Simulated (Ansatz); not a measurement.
LiNbO$_{3}$ (R3c) at 2 levels of theory

One geometry, relaxed with PBE; plane waves with PAW potentials in Ansatz, scalar-relativistic. No spin polarisation. Gaps are the least over mesh and band path; pressure is positive in compression.

```cif
data_structure
_symmetry_space_group_name_H-M 'R3c:H'
_symmetry_Int_Tables_number 161
_cell_length_a 5.1896
_cell_length_b 5.1896
_cell_length_c 14.0166
_cell_angle_alpha 90.000
_cell_angle_beta 90.000
_cell_angle_gamma 120.000
_cell_volume 326.92
loop_
_atom_site_label
_atom_site_type_symbol
_atom_site_symmetry_multiplicity
_atom_site_Wyckoff_symbol
_atom_site_fract_x
_atom_site_fract_y
_atom_site_fract_z
_atom_site_occupancy
Li1 Li 6 a 0.66667 0.33333 0.05175 1
Nb1 Nb 6 a 0.66667 0.33333 0.33295 1
O1 O 18 b 0.00867 0.38054 0.27010 1
```

```json
{"level": "PBE", "cutoff (eV)": "420", "k mesh": "6×6×6", "gap (eV)": "3.53", "pressure (GPa)": "0.0"}
```

Task: What comes out on the same cell with r2SCAN?

Result:
| level | cutoff (eV) | k mesh | gap (eV) | pressure (GPa) |
| --- | --- | --- | --- | --- |
| r2SCAN | 500 | 6×6×6 | 3.94 | -4.2 |

It was relaxed from a measured cell (COD).
